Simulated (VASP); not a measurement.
# InAs (F-43m) in VASP: a series of runs, part 2 of 2

VASP 6.6.1.

## Step 4: Relaxation of cell and atoms, PBEsol

This run uses another cell than the first one, of 27.49 Å³/atom.

The input, INCAR:

```
PREC = Accurate ; ENCUT = 600
EDIFF = 1E-7 ; ISMEAR = 0
SIGMA = 0.1 ; LREAL = False
LASPH = True ; NELM = 60
ALGO = Normal ; ISIF = 3
LWAVE = False ; LCHARG = False
GGA = PS ; IBRION = 2
NSW = 70 ; EDIFFG = -0.005
```

The input, KPOINTS:

```
Automatic mesh
0
Gamma
  10 10 10
```

The input, POSCAR:

```
InAs
1.0
    0.0000000000      3.0180000000      3.0180000000
    3.0180000000      0.0000000000      3.0180000000
    3.0180000000      3.0180000000      0.0000000000
In As
1 1
Direct
    0.0000000000      0.0000000000      0.0000000000
    0.2500000000      0.2500000000      0.2500000000
```

Potentials or basis: VASP PAW PBE potentials, release 64 (In_d, As).

The run is started by

```
$ cat potpaw_PBE.64/In_d/POTCAR potpaw_PBE.64/As/POTCAR > POTCAR
$ mpirun -np 1 vasp_std > vasp.out
```

OUTCAR:

```text
PREC = Accurate
   ENCUT = 600
   EDIFF = 1E-7
   ISMEAR = 0
   LREAL = False
   LASPH = True
   NELM = 60
   ISIF = 3
   GGA = PS
   IBRION = 2
   NSW = 70
   EDIFFG = -0.005

 ion  position               nearest neighbor table
   1  0.000  0.000  0.000-   2 2.61   2 2.61   2 2.61   2 2.61
   2  0.250  0.250  0.250-   1 2.61   1 2.61   1 2.61   1 2.61

  LATTYP: Found a face centered cubic cell.
 ALAT       =     6.0360000000

  Lattice vectors:

 A1 = (   0.0000000000,   3.0180000000,   3.0180000000)
 A2 = (   3.0180000000,   0.0000000000,   3.0180000000)
 A3 = (   3.0180000000,   3.0180000000,   0.0000000000)

Analysis of symmetry for initial positions (statically):
=====================================================================
 Subroutine PRICEL returns:
 Original cell was already a primitive cell.

 Routine SETGRP: Setting up the symmetry group for a
 face centered cubic supercell.

 Subroutine GETGRP returns: Found 24 space group operations
 (whereof 24 operations were pure point group operations)
 out of a pool of 48 trial point group operations.

The static configuration has the point symmetry T_d .

Analysis of symmetry for dynamics (positions and initial velocities):
=====================================================================
 Subroutine PRICEL returns:
 Original cell was already a primitive cell.

 Routine SETGRP: Setting up the symmetry group for a
 face centered cubic supercell.

 Subroutine GETGRP returns: Found 24 space group operations
[... 150 lines left out ...]
  ---------------------------------------------------
  free energy    TOTEN  =        -8.48270412 eV

  energy without entropy =       -8.48249880  energy(sigma->0) =       -8.48260146

 E-fermi :   4.4693     XC(G=0):  -9.3080

 val. band max:        4.4284623461   @ k =   0.0000   0.0000   0.0000
 cond. band min:       5.3140433782   @ k =   0.5000   0.0000   0.0000
 fundamental gap:      0.8855810321
 Fermi energy:         4.4693283673

 k-point     1 :       0.0000    0.0000    0.0000
  band No.  band energies     occupation
      1      -9.9158      2.00000
      2      -9.9158      2.00000
      3      -9.9158      2.00000
      4      -9.7855      2.00000
      5      -9.7855      2.00000
      6      -7.4978      2.00000
      7       4.1732      1.99997
      8       4.4285      1.43669
      9       4.4285      1.43669
     10       4.4285      1.43669
     11       8.2865      0.00000
     12       8.2865      0.00000
     13       8.2865      0.00000
[... 439 lines left out ...]
--------------------------------------- Ionic step        3  -------------------------------------------

 number of electron      18.0000003 magnetization

 Free energy of the ion-electron system (eV)
  ---------------------------------------------------
  ext. energy  EPLUGINS =         0.00000000
  ---------------------------------------------------
  free energy    TOTEN  =        -8.49016135 eV

  energy without entropy =       -8.48994869  energy(sigma->0) =       -8.49005502

 E-fermi :   4.1990     XC(G=0):  -9.1898

 val. band max:        4.1561703149   @ k =   0.0000   0.0000   0.0000
 cond. band min:       4.9844011789   @ k =   0.5000   0.0000   0.0000
 fundamental gap:      0.8282308639
 Fermi energy:         4.1989681045

 k-point     1 :       0.0000    0.0000    0.0000
  band No.  band energies     occupation
      1     -10.1328      2.00000
      2     -10.1328      2.00000
      3     -10.1328      2.00000
      4     -10.0136      2.00000
      5     -10.0136      2.00000
      6      -7.5954      2.00000
      7       3.7641      2.00000
      8       4.1562      1.45499
      9       4.1562      1.45499
     10       4.1562      1.45499
     11       8.0028      0.00000
     12       8.0028      0.00000
     13       8.0028      0.00000
[... 397 lines left out ...]
  FREE ENERGIE OF THE ION-ELECTRON SYSTEM (eV)
  ---------------------------------------------------
  free  energy   TOTEN  =        -8.4901613460 eV

  energy  without entropy=       -8.4899486872  energy(sigma->0) =       -8.49005502

 reached required accuracy - stopping structural energy minimisation
```

It took 2 min on 1 thread of Intel Xeon 8259CL, shared host; peak memory 0.24 GiB.

What came out:

```yaml
Free_energy: -8.4902 eV
Relaxed_volume: 28.25 Å³/atom
Relaxed_cell: a = 4.307 Å, b = 4.307 Å, c = 4.307 Å, α = 60.00°, β = 60.00°, γ = 60.00°
Space_group_after_relaxing_to_0.1_Å: F-43m (No. 216)
Energy_gained_by_relaxing: 3.7 meV/atom
Ionic_steps: 3
Pressure_after_relaxing: 0.0 GPa
Band_gap_on_the_k_mesh: zero (filled and empty bands touch)
```

The path:
```
step  energy change (eV)  largest force (eV/Å)  pressure (GPa)  volume (Å³)
   1              0.0000                0.0000            1.62        54.98
   2             -0.0059                0.0000           -0.69        57.22
   3             -0.0075                0.0000            0.01        56.49
```

Final structure:
```cif
data_structure
_symmetry_space_group_name_H-M 'P 1'
_symmetry_Int_Tables_number 1
_cell_length_a 4.3069
_cell_length_b 4.3069
_cell_length_c 4.3069
_cell_angle_alpha 60.000
_cell_angle_beta 60.000
_cell_angle_gamma 60.000
_cell_volume 56.49
loop_
_atom_site_label
_atom_site_type_symbol
_atom_site_fract_x
_atom_site_fract_y
_atom_site_fract_z
_atom_site_occupancy
In1 In 0.00000 0.00000 0.00000 1
As1 As 0.25000 0.25000 0.25000 1
```

Levels at points of the mesh, in eV from the Fermi level:
```tsv
k point	band 7	band 8	band 9	band 10	band 11	band 12
(0.00, 0.00, 0.00)	-0.43	-0.04	-0.04	-0.04	3.80	3.80
(0.50, 0.00, 0.00)	-5.75	-1.01	-1.01	0.79	4.57	4.57
(0.50, 0.50, 0.00)	-5.83	-2.32	-2.32	1.43	1.93	8.89
```

Caveat: semilocal functionals underestimate gaps, so a narrow gap can read as zero; the PAW data sets were made with another functional, which shifts forces and pressure a little; spin-orbit coupling is left out, which moves the levels of the heavy elements. Zero-point motion and thermal expansion aren't in these numbers.

## Step 5: Single point, PBEsol, non-collinear spin, zero start, spin-orbit coupling

The input, INCAR:

```
SYSTEM = InAs
  PREC = Accurate
  ENCUT = 520
  EDIFF = 1E-6
  ISMEAR = 0
  SIGMA = 0.1
  LREAL = .False.
  LASPH = .True.
  NELM = 150
  ALGO = Normal
  ISIF = 2
  LWAVE = .False.
  LCHARG = .True.
  MAGMOM = 0 0 0 0 0 0
  LORBIT = 11
  LSORBIT = .True.
  GGA_COMPAT = .False.
  LORBMOM = .True.
  GGA = PS
  LVHAR = .True.
  NBANDS = 30
```

The input, KPOINTS:

```
Automatic mesh
0
Gamma
  10 10 10
  0 0 0
```

The input, POSCAR:

```
InAs
1.0
    0.0000000000      3.0441511310      3.0441511310
    3.0441511310      0.0000000000      3.0441511310
    3.0441511310      3.0441511310      0.0000000000
In As
1 1
Direct
    1.0000000000      0.0000000000      0.0000000000
    0.2500000000      0.2500000000      0.2500000000
```

The run is started by

```
$ cat potpaw_PBE.64/In_d/POTCAR potpaw_PBE.64/As/POTCAR > POTCAR
$ mpirun -np 1 vasp_ncl > vasp.out
```

Wall time 5.2 min (1 thread of Intel Xeon 8259CL, shared host); peak memory 0.42 GiB.

It converged, with:

- Free energy: -8.5394 eV
- Pressure: 0.0 GPa
- Net moment: 0.00 μB per cell
- Valence electrons inside the program's atomic spheres: In 11.45; As 2.79

Moments on the atoms (μB; x, y, z):
```
In  0.00 0.00 0.00
As  0.00 0.00 0.00
```

Caveat: the PAW data sets were made with another functional, which shifts forces and pressure a little.

## Step 6: Overview

| task | level | spin | cell | cutoff (eV) | gap on the mesh (eV) | pressure (GPa) |
| --- | --- | --- | --- | --- | --- | --- |
| single point | PBEsol | off | a = 4.305 Å, angles 60.0°, 2 atoms | 520 | none | 0.1 |
| single point | r2SCAN | off | a = 4.305 Å, angles 60.0°, 2 atoms | 520 | 0.14 | 0.6 |
| relaxation of cell and atoms | PBEsol | off | relaxed from a = 4.268 Å, angles 60.0°, 2 atoms | 600 | none | 0.0 |
| single point | PBEsol | non-collinear, zero start, SOC | a = 4.305 Å, angles 60.0°, 2 atoms | 520 | - | 0.0 |

Alike in all rows: potentials or basis VASP PAW PBE potentials, release 64 (In_d, As); k mesh 10 × 10 × 10; smearing gaussian 0.1 eV.

The pressure there spans 0.0 GPa (PBEsol) to 0.6 GPa (r2SCAN); a positive pressure means that this level wants a larger cell, a negative one a smaller.

Caveats: the PAW data sets were made with another functional, which shifts forces and pressure a little; spin-orbit coupling is left out, which moves the levels of the heavy elements (at least some runs); semilocal functionals underestimate gaps, so a narrow gap can read as zero (at least some runs).

Absolute energies hang on the potentials; compare differences alone.

## Step 7: Comparison with measurements

Step 2. Against the measured gap of InAs, 0.418 eV (direct; 4.2 K; a printed reference work, data compilation), the calculated 0.00 eV is off by -0.42 eV. Spin-orbit coupling on As, In is left out. The value is that of PBEsol on a finite k mesh, which can miss the band edges, without temperature or zero-point motion. Semilocal functionals fall short of measured gaps as a rule.

Step 3. Against the measured gap of InAs, 0.418 eV (direct; 4.2 K; a printed reference work, data compilation), the calculated 0.14 eV is off by -0.28 eV. Spin-orbit coupling on As, In is left out. The value is that of r2SCAN, without temperature or zero-point motion.
